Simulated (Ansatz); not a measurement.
## MgS: the gap under strain

MgS, P6_3mc, a = 4.029 Å, c = 6.415 Å. This isn't the usual stable structure of the compound. Ansatz: PBEsol, PAW, 420 eV, Γ-centred 6×6×4 mesh on 4 atoms, Gaussian smearing 0.02 eV; no spin polarisation. Series: biaxial strain in the a-b plane, c and atoms relaxed; x is the strain in per cent. The gap is sought over the whole zone.

```tsv
x (%)	gap y (eV)
-4.5	?
-3.0	3.412
-1.5	3.446
0.0	3.302
1.5	3.117
3.0	2.933
4.5	2.748
```

**Question.** Fit y = E0 + c1 x + c2 x² to the other rows, give the deformation potential for this strain, and predict the missing gap.

**Answer.** Least squares on the rows shown. y = 3.2915 − 0.081136 x − 0.0099603 x². The deformation potential is 100 c1 = -8.11 eV per unit strain. The two rows next to zero alone give -10.95 eV per unit strain, the better figure for small strains. With a term in x³ added, the coefficient of x becomes -0.1080, 33 % more, which shows how far this figure hangs on the form. At x = -4.5 the fit asked for gives 3.455 eV. The run gave 3.340 eV, so the fit is 0.115 eV too high, 16 % of the span of the series, against an rms of 0.033 eV on the fitted rows. The row lies outside the fitted range. With a term in x³ added, a fit to the same known rows predicts 3.219 eV, which misses by about as much or more on the other side: the known rows don't fix the higher terms.

Semilocal functionals give gaps under the measured ones; changes of the gap mostly carry over better.